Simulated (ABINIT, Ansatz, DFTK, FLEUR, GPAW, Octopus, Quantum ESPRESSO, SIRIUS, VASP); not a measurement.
## Fe: programs and potentials compared

```
Fe
1.0
    -1.44300    1.44300    1.44300
     1.44300   -1.44300    1.44300
     1.44300    1.44300   -1.44300
Fe
1
Direct
  0.00000 0.00000 0.00000
```

Alike in all runs: task single point; functional PBEsol; k mesh 13 × 13 × 13; occupations fermi-dirac, width 0.05 eV; collinear spin, ferromagnetic start; no spin-orbit coupling. Pressure is positive in compression and, in plane waves, holds the error of the finite cutoff.

| program and potentials | plane-wave cutoff (eV) | notes | pressure (GPa) | net moment per atom (μB) |
| --- | --- | --- | --- | --- |
| Quantum ESPRESSO, GBRV 1.5 PBEsol | 762 | 16 valence electrons an atom on average | -15.63 | 2.38 |
| DFTK, PseudoDojo SR PBEsol 0.4.1 standard (PBEsol) | 1225 | 16 valence electrons an atom on average | -15.62 | 2.38 |
| FLEUR, all-electron, FLAPW | - | - | - | 2.26 |
| VASP, PBE PAW files Fe, 520 eV | 520 | potentials made for PBE; 8 valence electrons an atom on average | -17.37 | 2.29 |
| Ansatz, all-electron LAPW, scalar-relativistic | - | - | -18.10 | 2.25 |
| SIRIUS, PseudoDojo 0.4.1 PBEsol standard (scalar relativistic) | 1228 | 16 valence electrons an atom on average | -15.60 | 2.38 |
| ABINIT, PseudoDojo NC SR PBEsol v0.4.1 standard | 1225 | 16 valence electrons an atom on average | -15.62 | 2.38 |
| GPAW, PAW data sets generated for this functional | 600 | 8 valence electrons an atom on average | -15.96 | 2.26 |
| Octopus, pseudodojo_pbesol (PseudoDojo 0.4, PBEsol) | - | 16 valence electrons an atom on average | - | 2.38 |

The pressure spans -18.10 (Ansatz, all-electron LAPW, scalar-relativistic) to -15.60 GPa (SIRIUS, PseudoDojo 0.4.1 PBEsol standard (scalar relativistic)), with all-electron results at -18.10. The net moment per atom spans 2.25 (Ansatz, all-electron LAPW, scalar-relativistic) to 2.38 μB (ABINIT, PseudoDojo NC SR PBEsol v0.4.1 standard), with all-electron results at 2.25 to 2.26. The cell lies far from this level's equilibrium. The state is the one that the start led to, which needn't be the lowest.

Differences between rows come from potentials, basis sets and numerical settings, since the functional is the same but for its coding. Runs on potential files found faulty are left out.
